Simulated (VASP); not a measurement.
Here is a VASP 6.6.1 calculation.

The input INCAR:

```
SYSTEM = Na
ALGO     = Normal         ! electronic algorithm
EDIFF    = 1E-8           ! SCF threshold, eV
ENCUT    = 520            ! plane-wave cutoff, eV
GGA      = PE             ! functional
IBRION   = 8              ! ionic algorithm
ISIF     = 2              ! what is computed and relaxed
ISMEAR   = -1             ! smearing method
LASPH    = .True.         ! aspherical terms in the spheres
LCHARG   = .False.        ! write CHGCAR
LREAL    = .False.        ! projectors in reciprocal space
LWAVE    = .False.        ! write WAVECAR
NBANDS   = 14             ! bands
NELM     = 100            ! most SCF steps
NSW      = 1              ! ionic steps
PREC     = Accurate       ! precision mode
SIGMA    = 0.05           ! smearing width, eV
```

File KPOINTS:

```
k-points
0
Gamma
  8 8 4
  0 0 0
```

Contents of POSCAR:

```
Na
1.0
    3.7670000000      0.0000000000      0.0000000000
   -1.8835000000      3.2623177000      0.0000000000
    0.0000000000      0.0000000000      6.1540000000
Na
2
Direct
    0.3333333300      0.6666666700      0.2500000000
    0.6666666700      0.3333333300      0.7500000000
```

Potentials or basis: VASP PAW PBE potentials, release 64 (Na_pv).

Run with:

```sh
$ cat potpaw_PBE.64/Na_pv/POTCAR > POTCAR
$ mpirun -np 1 vasp_std > vasp.out
```

Q: Predict the highest phonon frequency at Γ.

A: 132 cm⁻¹.

Phonon frequencies in cm⁻¹ (negative: imaginary):
```tsv
q point	frequencies
(0.000, 0.000, 0.000)	0 0 0 58 58 132
```
